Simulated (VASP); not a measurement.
# Pm in VASP: notebook, part 2 of 2

VASP 6.6.1. Earlier steps stand in the parts before.

**3. Single point, LDA, collinear spin, ferromagnetic start**

This run uses another cell than the first one, of the same volume but with other edges.

INCAR

```
PREC     = Accurate       # precision mode
ENCUT    = 450            # plane-wave cutoff, eV
EDIFF    = 1E-6           # SCF threshold, eV
ISMEAR   = -1             # smearing method
SIGMA    = 0.4            # smearing width, eV
LREAL    = F              # projectors in reciprocal space
LASPH    = T              # aspherical terms in the spheres
NELM     = 100            # most SCF steps
ALGO     = Normal         # electronic algorithm
ISIF     = 2              # what is computed and relaxed
LWAVE    = F              # write WAVECAR
LCHARG   = F              # write CHGCAR
ISPIN    = 2              # spin polarisation
MAGMOM   = 4              # initial moments
LORBIT   = 11             # projections on sites
LMAXMIX  = 6              # l up to which the mixer works
GGA      = CA             # functional
NBANDS   = 18             # bands
ADDGRID  = F
```

KPOINTS

```
Automatic mesh
0
Gamma
  5 5 5
```

POSCAR

```
Pm
1.0
   -0.0555010000      2.5655700000      2.5293400000
    2.5242190000     -0.0080540000      2.4818930000
    2.6229240000      2.6168280000     -0.1067590000
Pm
1
Direct
    0.0077670000      0.0042080000     -0.0216400000
```

Potentials or basis: VASP PAW PBE potentials, release 64 (Pm).

Command:

```bash
> cat potpaw_PBE.64/Pm/POTCAR > POTCAR
> mpirun -np 1 vasp_std > vasp.out
```

OUTCAR:

```text
PREC = Accurate
   ENCUT = 450
   EDIFF = 1E-6
   ISMEAR = -1
   LREAL = F
   LASPH = T
   NELM = 100
   ISIF = 2
   ISPIN = 2
   LORBIT = 11
   GGA = CA

 Found     63 irreducible k-points:

 Following reciprocal coordinates:
            Coordinates               Weight
  0.000000  0.000000  0.000000      1.000000
  0.200000  0.000000  0.000000      2.000000
  0.400000 -0.000000  0.000000      2.000000
  0.000000  0.200000 -0.000000      2.000000
  0.200000  0.200000  0.000000      2.000000
  0.400000  0.200000  0.000000      2.000000
   k-points           NKPTS =     63   k-points in BZ     NKDIM =     63   number of bands    NBANDS=     18
   number of dos      NEDOS =    301   number of ions     NIONS =      1
   total plane-waves  NPLWV =  18816
   dimension x,y,z NGX =    28 NGY =   24 NGZ =   28
   dimension x,y,z NGXF=    56 NGYF=   48 NGZF=   56
   ions per type =               1
   NGX,Y,Z   is equivalent  to a cutoff of  12.92, 11.27, 12.56 a.u.
   NGXF,Y,Z  is equivalent  to a cutoff of  25.84, 22.54, 25.12 a.u.
 SYSTEM =  unknown system
   PREC   = accura    normal or accurate (medium, high low for compatibility)
   ISTART =      0    job   : 0-new  1-cont  2-samecut
   ICHARG =      2    charge: 1-file 2-atom 10-const
   ISPIN  =      2    spin polarized calculation?
   LNONCOLLINEAR =      F non collinear calculations
   LSORBIT =      F    spin-orbit coupling
   LASPH  =      T    aspherical Exc in radial PAW
[... 189 lines left out ...]

 k-point     1 :       0.0000    0.0000    0.0000
  band No.  band energies     occupation
      1     -31.0039      1.00000
      2     -11.4548      1.00000
      3     -11.3854      1.00000
      4     -11.3332      1.00000
      5       2.0986      0.99984
      6       7.6459      0.00583
[... 103 lines left out ...]
      5       4.8082      0.87610
      6       6.2189      0.17210
[... 10 lines left out ...]
     17      12.3808      0.00000
     18      16.3311      0.00000

 [... further k-points ...]
[... 5 lines left out ...]
  --------------------------------------------------------------------------------------
  -------------------------------------------------------------------------------------
  Total       -0.1540539     -0.1640387     -0.1282115     -0.0647103      0.0924773      0.2386515
  in kB       -7.1513424     -7.6148474     -5.9517100     -3.0039194      4.2928925     11.0784512
  external PRESSURE =      -6.9059666 kB  Pullay stress =       0.0000000 kB

 VOLUME and BASIS-vectors are now :
 -----------------------------------------------------------------------------
  energy-cutoff  :      450.00
  volume of cell :       34.51
      direct lattice vectors                 reciprocal lattice vectors
    -0.055501000  2.565570000  2.529340000    -0.188150331  0.196421533  0.191996440
     2.524219000 -0.008054000  2.481893000     0.199708474 -0.192047705  0.199180755
     2.622924000  2.616828000 -0.106759000     0.185079531  0.188976904 -0.187622612

 POSITION                                       TOTAL-FORCE (eV/Angst)
 -----------------------------------------------------------------------------------
      2.57635      2.58009     -0.07436         0.000000      0.000000      0.000000
 -----------------------------------------------------------------------------------
    total drift:                                0.000007      0.000001     -0.000001

  FREE ENERGIE OF THE ION-ELECTRON SYSTEM (eV)
  ---------------------------------------------------
  free  energy   TOTEN  =        -9.5408482958 eV

  energy  without entropy=       -7.1084437932  energy(sigma->0) =       -8.32464604

 total charge

# of ion       s       p       d       f       tot
--------------------------------------------------
    1        2.042   5.479   0.524   4.362  12.408

 magnetization (x)

# of ion       s       p       d       f       tot
--------------------------------------------------
    1        0.000   0.024   0.144   4.304   4.472
```

stdout:

```text
POSCAR found type information on POSCAR Pm
 POSCAR found :  1 types and       1 ions
 scaLAPACK will be used
 -----------------------------------------------------------------------------
|                                                                             |
|                                                                             |
|     You enforced a specific xc type in the INCAR file but a different       |
|     I HOPE YOU KNOW WHAT YOU ARE DOING!                                     |
|                                                                             |
 -----------------------------------------------------------------------------

 LDA part: xc-table for (Slater(with rela. corr.)+CA(PZ))
 , standard interpolation
 POSCAR, INCAR and KPOINTS ok, starting setup
 FFT: planning ... GRIDC
 FFT: planning ... GRID_SOFT
 FFT: planning ... GRID
 WAVECAR not read
 entering main loop
```

Wall time 35 s (1 thread of Intel Xeon 6975P-C (Granite Rapids), shared host); peak memory 0.18 GiB.

These settings aren't checked as converged: the numbers below hold their error.

Results:

| Property | Result |
| --- | --- |
| Free energy | -9.5408 eV |
| Pressure | -0.7 GPa |
| Band gap on the k mesh | none (metal or under the smearing width) |
| Net moment | 4.94 μB per cell |
| Site moments | Pm +4.47 μB |
| Valence electrons inside the program's atomic spheres | Pm 12.41 |

Caveat: the k mesh is coarse (spacing up to 0.43 Å⁻¹), so the values aren't converged; the magnetic or orbital state may not be the lowest; the PAW data sets were made with another functional, which shifts forces and pressure a little; spin-orbit coupling is left out, which moves the levels of the heavy elements.

**4. For comparison**

An earlier run on the cell as given: functional PBE; potentials or basis VASP PAW PBE potentials, release 64 (Pm); cutoff 520 eV; k mesh 9 × 9 × 9; occupations fermi-dirac, width 0.05 eV; collinear spin, ferromagnetic start; starting moments [4.0] μB.

- Pressure: 1.1 GPa
- Band gap on the k mesh: none (metal or under the smearing width)
- Net moment: 5.45 μB per cell
- Site moments: Pm +4.67 μB
- Valence electrons inside the program's atomic spheres: Pm 12.42
